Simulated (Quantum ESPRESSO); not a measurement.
Crystal: SiC (Moissanite).

```
CELL_PARAMETERS angstrom
3.07600 0.00000 0.00000
-1.53800 2.66389 0.00000
0.00000 0.00000 5.04800
ATOMIC_POSITIONS crystal
Si 0.66667 0.33333 0.50000
Si 0.33333 0.66667 0.00000
C 0.66667 0.33333 0.88500
C 0.33333 0.66667 0.38500
```

Base run:

```yaml
Program: Quantum ESPRESSO 7.5
Functional: WC
Potentials_or_basis: PseudoDojo 0.4.1 SR PBE standard
Cutoff: 1116 eV
Density_cutoff: 4463 eV
k_mesh: 8 × 8 × 4, shifted
Occupations: fermi-dirac, width 0.05 eV
Spin: no spin polarisation
```

Its results: pressure 1.8 GPa; largest force 0.759 eV/Å; electronic dielectric tensor (diagonal) 7.02, 7.02, 7.60.

Problem. The run is repeated on the same cell with these changes: functional from WC to AM05. What comes out?

Solution. Pressure 0.8 GPa; largest force 0.758 eV/Å; electronic dielectric tensor (diagonal) 7.07, 7.07, 7.67.

Caveats: the potentials were made for another functional, which shifts forces and pressure.
